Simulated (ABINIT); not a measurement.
Here is an ABINIT 10.8.3 (patched build) calculation.

The input run.abi:

```
pp_dirpath "./"
pseudos "20_Ca_10_2.3_2.7_pbe_n_v1.0.psp8, 08_O_6_1.2_1.4_pbe_n_v1.0.psp8"

acell 3.3991410632 3.3991410632 3.3991410632 Angstrom
rprim
     0.0000000000     0.7071067812     0.7071067812
     0.7071067812     0.0000000000     0.7071067812
     0.7071067812     0.7071067812     0.0000000000
ntypat 2
znucl 20 8
natom 2
typat 1 2
xred
     0.0000000000     0.0000000000     0.0000000000
     0.5000000000     0.5000000000     0.5000000000

ecut 29.0

kptopt 1
ngkpt 8 8 8
nshiftk 1
shiftk 0.0 0.0 0.0

ixc 41
fockdownsampling 2 2 2

nband 12
occopt 3
tsmear 0.05 eV

nstep 60
toldfe 1.0e-7

iomode 3
prtwf 0
prtden 0
prteig 0
prtebands 0
enunit 1
```

Potentials or basis: SPMS NC PBE v1.0.

The run is started by

```console
$ mpirun --bind-to none -np 4 abinit run.abi > log 2>&1
```

Question: What does it give for the band gap on the k mesh?

Answer: 6.02 eV, indirect (least direct gap 6.44 eV).

 A k mesh can miss the band edges.
